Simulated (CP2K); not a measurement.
Runs of CP2K 2026.2 on Pb. It takes space group Fm-3m (No. 225, cubic). The conventional cell has a = 4.950 Å, b = 4.950 Å, c = 4.950 Å, α = 90.00°, β = 90.00°, γ = 90.00°. Pb (site symmetry m-3m) is surrounded by 12 Pb at 3.50 Å. 

```tsv
task	level	potentials or basis	cell	smearing	k points reduced by the point group	NGRIDS	potentials	points a segment of the path (NPOINTS)	bands added on the path	gap on the mesh (eV)	pressure (GPa)	relaxed volume (Å³/atom)
band structure	BLYP	GTH_POTENTIALS Pb GTH-BLYP-q4; TZVP-MOLOPT-PBE-GTH basis	as given	fermi-dirac 0.05 eV	yes	4	Pb GTH-BLYP-q4 of GTH_POTENTIALS	6	6	none	3.4	-
single point	PBE	POTENTIAL_UZH Pb GTH-PBE-q4; TZVP-MOLOPT-PBE-GTH basis	as given	gaussian 0.026 eV	yes	4	Pb GTH-PBE-q4 of POTENTIAL_UZH	-	-	none	3.3	-
relaxation of cell and atoms	BLYP	GTH_POTENTIALS Pb GTH-BLYP-q4; TZVP-MOLOPT-PBE-GTH basis	relaxed	fermi-dirac 0.05 eV	-	5	Pb GTH-BLYP-q4 of GTH_POTENTIALS	-	-	none	0.0	(a)
single point	PBE	POTENTIAL_UZH Pb GTH-PBE-q4; TZVP-MOLOPT-PBE-GTH basis	as given	gaussian 0.012 eV	yes	4	Pb GTH-PBE-q4 of POTENTIAL_UZH	-	-	none	3.3	-
relaxation of cell and atoms	revPBE	POTENTIAL_UZH Pb GTH-PBE-q4; TZVP-MOLOPT-PBE-GTH basis	relaxed	fermi-dirac 0.05 eV	-	5	Pb GTH-PBE-q4 of POTENTIAL_UZH	-	-	none	0.0	32.48
```

Alike in all rows: no spin polarisation; k mesh 9 × 9 × 9.

Task: Estimate the missing entries.

Result: (a) 33.06.

Caveats: the basis of atomic orbitals isn't converged, which shifts pressures, moduli and gaps; the potentials were made for another functional, which shifts forces and pressure (some runs); the real-space grid breaks the cell's symmetry a little (some runs); spin-orbit coupling is left out, which moves the levels of the heavy elements (some runs).

A k mesh can miss the band edges, and the runs leave out spin-orbit coupling on Pb.

A gap of «none» marks a metal or a gap under the smearing width.
